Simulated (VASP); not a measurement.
# Sr: single point with PBEsol

The system is Sr.

```
Sr
1.0
    -2.43500    2.43500    2.43500
     2.43500   -2.43500    2.43500
     2.43500    2.43500   -2.43500
Sr
1
Cartesian
  0.0000 0.0000 0.0000
```

This isn't the form of Sr at room conditions, which is fcc.

* Program: VASP 6.6.1
* Task: single point
* Functional: PBEsol
* Potentials or basis: VASP PAW PBE potentials, release 64 (Sr_sv)
* Cutoff: 520 eV
* k mesh: 6 × 6 × 6
* Occupations: fermi-dirac, width 0.1 eV
* Spin: no spin polarisation
* Dipole correction: no
* Further INCAR settings: ALGO = Normal; EDIFF = 1e-06; NBANDS = 11

```yaml
Pressure: -1.2 GPa
Band_gap_on_the_k_mesh: none (metal or under the smearing width)
```

Levels at points of the mesh, in eV from the Fermi level:
```tsv
k point	band 1	band 2	band 3	band 4	band 5	band 6	band 7	band 8	band 9	band 10
(0.00, 0.00, 0.00)	-36.64	-18.55	-18.55	-18.55	-3.58	2.30	2.30	2.30	3.58	3.58
(0.50, 0.00, 0.00)	-36.63	-18.72	-18.60	-18.55	-0.99	0.17	1.20	3.37	4.03	5.18
(0.50, 0.50, 0.50)	-36.62	-18.67	-18.67	-18.67	-0.07	-0.07	3.41	3.41	3.41	4.81
```

It took 4.8 s on 1 thread of AMD EPYC 9R45 96-Core Processor (Zen 5), on a shared host, peak memory 0.14 GiB.

Caveat: the PAW data sets were made with another functional, which shifts forces and pressure a little.
